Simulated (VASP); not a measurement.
# BN (P6_3/mmc) in VASP: dielectric tensor with PBE

Aim: the dielectric tensor of BN with PBE.

Program: VASP 6.6.1. These are calculated values, not measurements. Logs are shortened: lines on timing, memory, paths and dates and some standing lists are left out, and cuts for length are marked.

### 1 The crystal as given

The structure is hexagonal, space group P6_3/mmc (No. 194). Conventional cell: a = 2.498 Å, b = 2.498 Å, c = 6.636 Å, α = 90.00°, β = 90.00°, γ = 120.00°. B (site symmetry -6m2) is surrounded by 3 N at 1.44 Å. N (site symmetry -6m2) is surrounded by 3 B at 1.44 Å.

### 2 Dielectric tensor, PBE

INCAR reads:

```
SYSTEM = BN
PREC = Accurate
ENCUT = 520
EDIFF = 1E-8
ISMEAR = 0
SIGMA = 0.01
LREAL = .FALSE.
LASPH = .TRUE.
NELM = 100
ALGO = Normal
ISIF = 2
LWAVE = .FALSE.
LCHARG = .FALSE.
GGA = PE
LEPSILON = .TRUE.
```

KPOINTS reads:

```
regular mesh
0
G
  8 8 3
  0 0 0
```

POSCAR reads:

```
BN
1.0
    2.4982400000      0.0000000000      0.0000000000
   -1.2491200000      2.1635390000      0.0000000000
    0.0000000000      0.0000000000      6.6357000000
B N
2 2
Direct
    0.3333333333      0.6666666667      0.2500000000
    0.6666666667      0.3333333333      0.7500000000
    0.3333333333      0.6666666667      0.7500000000
    0.6666666667      0.3333333333      0.2500000000
```

Potentials or basis: VASP PAW PBE potentials, release 64 (B, N).

On the command line:

```
cat potpaw_PBE.64/B/POTCAR potpaw_PBE.64/N/POTCAR > POTCAR
mpirun -np 1 vasp_std > vasp.out
```

OUTCAR:

```text
SYSTEM = BN
   PREC = Accurate
   ENCUT = 520
   EDIFF = 1E-8
   ISMEAR = 0
   LREAL = .FALSE.
   LASPH = .TRUE.
   NELM = 100
   ISIF = 2
   GGA = PE
   LEPSILON = .TRUE.

 ion  position               nearest neighbor table
   1  0.333  0.667  0.250-   4 1.44   4 1.44   4 1.44
   2  0.667  0.333  0.750-   3 1.44   3 1.44   3 1.44
   3  0.333  0.667  0.750-   2 1.44   2 1.44   2 1.44
   4  0.667  0.333  0.250-   1 1.44   1 1.44   1 1.44

  LATTYP: Found a hexagonal cell.
 ALAT       =     2.4982400000
 C/A-ratio  =     2.6561499296

  Lattice vectors:

 A1 = (   2.4982400000,   0.0000000000,   0.0000000000)
 A2 = (  -1.2491200000,   2.1635390000,   0.0000000000)
 A3 = (   0.0000000000,   0.0000000000,   6.6357000000)

Analysis of symmetry for initial positions (statically):
=====================================================================
 Subroutine PRICEL returns:
 Original cell was already a primitive cell.

 Routine SETGRP: Setting up the symmetry group for a
 hexagonal supercell.

 Subroutine GETGRP returns: Found 24 space group operations
 (whereof 12 operations were pure point group operations)
 out of a pool of 24 trial point group operations.

The static configuration has the point symmetry D_3d.
 The point group associated with its full space group is D_6h.

Analysis of symmetry for dynamics (positions and initial velocities):
=====================================================================
 Subroutine PRICEL returns:
 Original cell was already a primitive cell.

 Routine SETGRP: Setting up the symmetry group for a
 hexagonal supercell.

 Subroutine GETGRP returns: Found 24 space group operations
 (whereof 12 operations were pure point group operations)
 out of a pool of 24 trial point group operations.

The dynamic configuration has the point symmetry D_3d.
 The point group associated with its full space group is D_6h.

 Subroutine INISYM returns: Found 24 space group operations
 (whereof 12 operations are pure point group operations),
 and found     1 'primitive' translations

----------------------------------------------------------------------------------------

                                     Primitive cell

  volume of cell :      35.8662

  direct lattice vectors                    reciprocal lattice vectors
     2.498240000  0.000000000  0.000000000     0.400281798  0.231102837  0.000000000
    -1.249120000  2.163539000  0.000000000     0.000000000  0.462205673  0.000000000
     0.000000000  0.000000000  6.635700000     0.000000000  0.000000000  0.150700002

  length of vectors
     2.498240000  2.498239736  6.635700000     0.462205624  0.462205673  0.150700002

  position of ions in fractional coordinates (direct lattice)
     0.333333333  0.666666667  0.250000000
     0.666666667  0.333333333  0.750000000
     0.333333333  0.666666667  0.750000000
     0.666666667  0.333333333  0.250000000

  ion indices of the primitive-cell ions
   primitive index   ion index
                 1           1
                 2           2
                 3           3
                 4           4

----------------------------------------------------------------------------------------

 KPOINTS: regular mesh

Automatic generation of k-mesh.
 Grid dimensions read from file:
 generate k-points for:    8    8    3

 Generating k-lattice:

  Cartesian coordinates                     Fractional coordinates (reciprocal lattice)
     0.050035225  0.028887855  0.000000000     0.125000000  0.000000000  0.000000000
     0.000000000  0.057775709  0.000000000     0.000000000  0.125000000  0.000000000
     0.000000000  0.000000000  0.050233334     0.000000000  0.000000000  0.333333333

  Length of vectors
     0.057775703  0.057775709  0.050233334

  Shift w.r.t. Gamma in fractional coordinates (k-lattice)
     0.000000000  0.000000000  0.000000000

[... 92 lines left out ...]
 fundamental gap:      4.2730545900
 Fermi energy:         2.4283257361

 k-point     1 :       0.0000    0.0000    0.0000
  band No.  band energies     occupation
      1     -15.5316      2.00000
      2     -15.2363      2.00000
      3      -3.9419      2.00000
      4      -1.8138      2.00000
      5       0.9862      2.00000
      6       0.9862      2.00000
      7       1.0232      2.00000
      8       1.0232      2.00000
      9       7.5741      0.00000
     10      12.6588      0.00000
     11      13.9155      0.00000
     12      13.9156      0.00000
[... 271 lines left out ...]
 k-point    20 :       0.3750    0.2500    0.3333
  band No.  band energies     occupation
      1     -11.8166      2.00000
      2     -11.7955      2.00000
      3      -5.9322      2.00000
      4      -5.8801      2.00000
      5      -4.2642      2.00000
      6      -4.2327      2.00000
      7       1.9534      2.00000
      8       2.2349      2.00000
      9       6.9815      0.00000
     10       7.2409      0.00000
     11      14.0956      0.00000
     12      15.3495      0.00000

  FORCE on cell =-STRESS in cart. coord.  units (eV):
  Direction    XX          YY          ZZ          XY          YZ          ZX
  --------------------------------------------------------------------------------------
  -------------------------------------------------------------------------------------
  Total        1.4094140      1.4094136      0.6363615      0.0000000      0.0000000      0.0000000
  in kB       62.9598285     62.9598108     28.4268572      0.0000000      0.0000000      0.0000000
  external PRESSURE =      51.4488322 kB  Pullay stress =       0.0000000 kB

 VOLUME and BASIS-vectors are now :
 -----------------------------------------------------------------------------
  energy-cutoff  :      520.00
  volume of cell :       35.87
      direct lattice vectors                 reciprocal lattice vectors
     2.498240000  0.000000000  0.000000000     0.400281798  0.231102837  0.000000000
    -1.249120000  2.163539000  0.000000000     0.000000000  0.462205673  0.000000000
     0.000000000  0.000000000  6.635700000     0.000000000  0.000000000  0.150700002

 POSITION                                       TOTAL-FORCE (eV/Angst)
 -----------------------------------------------------------------------------------
     -0.00000      1.44236      1.65892        -0.000000     -0.000000      0.000000
      1.24912      0.72118      4.97677         0.000000      0.000000      0.000000
     -0.00000      1.44236      4.97677         0.000000     -0.000000      0.000000
      1.24912      0.72118      1.65892        -0.000000      0.000000      0.000000
 -----------------------------------------------------------------------------------
    total drift:                                0.000000     -0.000000      0.000000

  FREE ENERGIE OF THE ION-ELECTRON SYSTEM (eV)
  ---------------------------------------------------
  free  energy   TOTEN  =       -35.1467490627 eV

  energy  without entropy=      -35.1467490627  energy(sigma->0) =      -35.14674906

 HEAD OF MICROSCOPIC STATIC DIELECTRIC TENSOR (INDEPENDENT PARTICLE, excluding Hartree and local field effects)
 ------------------------------------------------------
           4.840006     0.000000     0.000000
           0.000000     4.840005    -0.000000
           0.000000     0.000000     3.014712
 ------------------------------------------------------

 Free energy of the ion-electron system (eV)
  ---------------------------------------------------
  ---------------------------------------------------
  free energy    TOTEN  =        -0.39687622 eV

  energy without entropy =       -0.39687622

------------------------ aborting loop because EDIFF is reached ----------------------------------------

--------------------------------------- Ionic step        2  -------------------------------------------

------------------------ aborting loop because EDIFF is reached ----------------------------------------

--------------------------------------- Ionic step        3  -------------------------------------------

 Free energy of the ion-electron system (eV)
  ---------------------------------------------------
  ---------------------------------------------------
  free energy    TOTEN  =        -0.18701116 eV

  energy without entropy =       -0.18701116

------------------------ aborting loop because EDIFF is reached ----------------------------------------

 PIEZOELECTRIC TENSOR FIELD DIRECTION 3  (e Angst)
 -----------------------------------------------------------------------------
    -0.00029  0.00000  0.00000           ( -0.00000  0.00000  0.00000)
     0.00000 -0.00029  0.00000           (  0.00000 -0.00000 -0.00000)
     0.00000  0.00000  0.00023           (  0.00000 -0.00000 -0.00001)

 PIEZOELECTRIC TENSOR FIELD DIRECTION 3  (C/m^2)
 -----------------------------------------------------------------------------
    -0.00013  0.00000  0.00000
     0.00000 -0.00013  0.00000
     0.00000  0.00000  0.00010

 MACROSCOPIC STATIC DIELECTRIC TENSOR (including local field effects in DFT)
 ------------------------------------------------------
           4.751273     0.000000     0.000000
           0.000000     4.751272    -0.000000
           0.000000    -0.000000     2.691714
 ------------------------------------------------------

 PIEZOELECTRIC TENSOR (including local field effects)  for field in x, y, z        (e  Angst)
          XX          YY          ZZ          XY          YZ          ZX
  --------------------------------------------------------------------------------
  x     0.00000     0.00000     0.00000     0.00000     0.00000     0.00000
  y     0.00000     0.00000     0.00000     0.00000     0.00000     0.00000
  z     0.00000     0.00000     0.00000     0.00000     0.00000     0.00000

 PIEZOELECTRIC TENSOR (including local field effects)  for field in x, y, z        (C/m^2)
          XX          YY          ZZ          XY          YZ          ZX
  --------------------------------------------------------------------------------
  x     0.00000     0.00000     0.00000     0.00000     0.00000     0.00000
  y     0.00000     0.00000     0.00000     0.00000     0.00000     0.00000
  z     0.00000     0.00000     0.00000     0.00000     0.00000     0.00000

 BORN EFFECTIVE CHARGES (including local field effects) (in |e|, cummulative output)
 ---------------------------------------------------------------------------------
 ion    1
    1     2.70984     0.00000     0.00000
    2     0.00000     2.70984     0.00000
    3    -0.00000    -0.00000     0.74623
 ion    2
    1     2.70984     0.00000     0.00000
    2     0.00000     2.70984     0.00000
    3     0.00000    -0.00000     0.74623
 ion    3
    1    -2.70984     0.00000     0.00000
    2     0.00000    -2.70984     0.00000
    3    -0.00000     0.00000    -0.74623
 ion    4
    1    -2.70984     0.00000     0.00000
    2     0.00000    -2.70984     0.00000
    3     0.00000     0.00000    -0.74623
```

Run time: 68 s. Hardware: 1 thread of Intel Xeon Platinum 8488C (Sapphire Rapids), shared host; peak memory 0.18 GiB.

Results:

* Band gap on the k mesh: 4.27 eV, indirect (least direct gap 4.69 eV)
* Electronic dielectric tensor (diagonal): 4.75, 4.75, 2.69
* Born charges (mean of the diagonal): B +2.06; N -2.06 e

Electronic dielectric tensor:
```
4.75 0.00 0.00
0.00 4.75 0.00
0.00 0.00 2.69
```

Born effective charge tensors (e):
atom 1, B
```
2.71 0.00 0.00
0.00 2.71 0.00
0.00 0.00 0.75
```
atom 2, B
```
2.71 0.00 0.00
0.00 2.71 0.00
0.00 0.00 0.75
```
atom 3, N
```
-2.71  0.00  0.00
 0.00 -2.71  0.00
 0.00  0.00 -0.75
```
atom 4, N
```
-2.71  0.00  0.00
 0.00 -2.71  0.00
 0.00  0.00 -0.75
```

Caveat: an odd mesh through Γ misses points on the zone boundary, where band edges often lie; this functional lacks dispersion, which binds the layers, so the pressure and a relaxed spacing across them are unreliable. As with any semilocal functional, this PBE gap is likely too small.
